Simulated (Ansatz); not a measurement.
Ionic part of the dielectric constant of AlP at 2 GPa, mode by mode

Method: Ansatz 0.2.0, DFT PBEsol, scalar-relativistic, plane waves, PAW. Plane waves to 420 eV; Γ-centred k mesh 10×10×10; fixed occupations. No spin polarisation. Phonons by linear response, acoustic sum rule imposed.

It takes space group F-43m (No. 216, cubic). Conventional cell: a = 5.430 Å, b = 5.430 Å, c = 5.430 Å, α = 90.00°, β = 90.00°, γ = 90.00°. Al (site symmetry -43m) is surrounded by 4 P at 2.35 Å. P (site symmetry -43m) has 4 Al at 2.35 Å as nearest neighbours.

The primitive cell has V = 40.04 Å³ and ε∞,xx = 8.277. Each polar mode adds Δε = (4.92064×10⁷/V)·S/ν² along x, with S its oscillator strength in e²/amu, ν in cm⁻¹ and V in Å³.

Question: From these modes, find each Δε and ε0,xx.
```
ν (cm⁻¹) S_xx (e²/amu)
   445.8          0.342
```

Answer:
| ν (cm⁻¹) | Δε |
| --- | --- |
| 445.8 | 2.11 |

The sum is 2.115, so ε0,xx = 10.39; the run's tensor has 10.39.

Question: Where do the longitudinal modes lie for a wave vector along x?

Answer: At 500 cm⁻¹. The Lyddane–Sachs–Teller product Π(ν_LO/ν_TO)² = 1.26 matches ε0/ε∞ = 1.26.

Cost: 1 run of about 1.3 core-minutes, on Intel Xeon Processor @ 2.50GHz (Skylake/Cascade Lake) (shared hosts).

The static dielectric response of AlP is mainly electronic, with the lattice adding only 2.11 to an ε∞ of 8.277. This fits a polar-covalent tetrahedral semiconductor: the electronegativity difference gives the Al and P sublattices opposite dynamical charges, but the stiff bonds and fairly light atoms keep the transverse mode at 445.8 cm⁻¹. Because the ionic term scales as the inverse square of that frequency, the lattice polarises only modestly. In the cubic crystal the single polar mode is triply degenerate, so the response is isotropic.

The rise to 500 cm⁻¹ for the longitudinal mode comes from the macroscopic field that accompanies it, which the valence electrons partly screen. The Lyddane–Sachs–Teller agreement shows that the mode strengths, frequencies and electronic screening are mutually consistent, but does not test their accuracy against experiment. The electronic part is probably somewhat too large, since semilocal functionals underestimate the gap and so make the electrons too polarisable. A single pressure cannot show how compression changes the balance between the two contributions.
